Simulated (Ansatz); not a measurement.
**Ligand exchange: C3H7I + GeH2(CH3)(SH) → C3H8S + GeH2(CH3)I**

Species: C3H7I (1-iodopropane) `CCCI`, singlet; GeH2(CH3)(SH), singlet; C3H8S (1-propanethiol) `CCCS`, singlet; GeH2(CH3)I, singlet. The partners trade I for SH: C–I and Ge–SH bonds give way to C–SH and Ge–I.

Shapes, held fixed at every level: PBE0-D4/def2-TZVP. Flexible molecules stand in one conformer, not always the lowest. Programs: Ansatz 0.2.0. Electronic energies: no zero-point or thermal term.

**Question.** Estimate ΔE of this reaction.

**Answer.** The highest level, CCSD(T)/def2-TZVPP, gives ΔE = -27.2 kJ/mol; the levels span -35.2 to -27.2. The column of differences is taken from that level and isn't an error. No measured value is set beside it here. For atoms past krypton def2 sets carry core potentials with scalar relativity. Relativity is left out for Ge unless named. Correlated rows may include outer-core shells of Ge, I, which these sets cover unevenly. Times are processor times on shared x86 and Arm servers, and rough.

```
              level                    kind  ΔE (kJ/mol)  less CCSD(T)/def2-TZVPP  CPU time (sum over the molecules)
B3LYP-D4/def2-TZVPP           global hybrid        -32.1                     -4.9                               57 s
 PBE0-D4/def2-TZVPP           global hybrid        -34.9                     -7.7                               37 s
 wB97M-V/def2-TZVPP  range-separated hybrid        -34.7                     -7.5                            2.3 min
 wB97X-V/def2-TZVPP  range-separated hybrid        -35.2                     -8.0                               91 s
  B2PLYP/def2-TZVPP           double hybrid        -31.4                     -4.2                               69 s
     MP2/def2-TZVPP     perturbation theory        -28.3                     -1.1                                  –
 CCSD(T)/def2-TZVPP   coupled cluster or CI        -27.2                      0.0                             21 min
```
